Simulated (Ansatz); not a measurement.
Runs of Ansatz 0.2.0 on Bi. Symmetry: Im-3m, No. 229, cubic system. The conventional cell has a = 3.963 Å, b = 3.963 Å, c = 3.963 Å, α = 90.00°, β = 90.00°, γ = 90.00°. Bi (site symmetry m-3m) is surrounded by 8 Bi at 3.43 Å. This isn't the form of Bi at room conditions, which is rhombohedral.

```tsv
task	level	spin	cell	k mesh	points for each segment of the path	gap on the mesh (eV)	pressure (GPa)
band structure	PBEsol	SOC, no magnetisation	as given	7 × 7 × 7	14	none	-0.3
band structure	revPBE	off	as given	9 × 9 × 9	14	none	1.9
relaxation of cell and atoms	RPBE	off	relaxed	9 × 9 × 9	-	none	0.0
band structure	RPBE	off	as given	9 × 9 × 9	14	none	(a)
```

Alike in all rows: potentials or basis Ansatz PAW; cutoff (eV) 420; smearing fermi-dirac 0.05 eV.

Problem. Estimate the missing entries.

Solution. (a) 2.3.

Caveats: the PAW data sets come from PBE, with cores solved anew for the run's functional, which leaves a small shift of forces and pressure; spin-orbit coupling is left out, which moves the levels of the heavy elements (some runs); the plane-wave basis is chosen anew once the cell has moved, so the energies of steps on either side of that aren't comparable (some runs).

A k mesh can miss the band edges, and rows without SOC leave out spin-orbit coupling on Bi.

A gap of «none» marks a metal or a gap under the smearing width.
